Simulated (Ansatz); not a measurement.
# Formation energy of CdTe in the zincblende structure

The computed numbers are results of r²SCAN, scalar-relativistic (no spin polarisation) in the plane-wave PAW code Ansatz at 500 eV, Γ-centred 10×10×10 mesh, 0.05 eV Gaussian smearing. The datasets are Ansatz's generated set soft_2.

The compound is reported in the structure type of the start.

It takes space group F-43m (No. 216, cubic). The conventional cell has a = 6.557 Å, b = 6.557 Å, c = 6.557 Å, α = 90.00°, β = 90.00°, γ = 90.00°. Cd (site symmetry -43m) is surrounded by 4 Te at 2.84 Å. Te (site symmetry -43m) has 4 Cd at 2.84 Å as nearest neighbours. (Neighbours are counted to 15 % beyond the shortest distance.)

The elements were computed in their standard states with the same datasets, cutoff and functional. Absolute energies hang on the potentials; compare differences alone.

Energy of the relaxed cell (2 atoms, smearing extrapolated to zero): -15264.141 eV. Elements, in eV/atom: Cd -8268.182, Te -6994.823.

**Question.** What is the formation energy?

**Answer.** [-15264.141 − (1 × -8268.182 + 1 × -6994.823)] / 2 = -0.57 eV/atom, or -55 kJ per mole of atoms.

The value is for 0 K, without zero-point energy. A negative value shows stability against the elements alone, not against other compounds or structures.

Bader charges against formal ones: Cd +0.62 (+2), Te −0.62 (−2). The cations give up 31 % of the formal charge; Bader charges stay under formal ones because the anions' density reaches into the cations' basins, the more so the higher the formal charge and the softer the anion.

Formal charges Cd²⁺, Te²⁻ balance and leave closed shells on every ion, so a band insulator is expected, and the gap is 1.17 eV.

Semilocal functionals underestimate band gaps, commonly by a third or more. These numbers lack spin–orbit coupling.
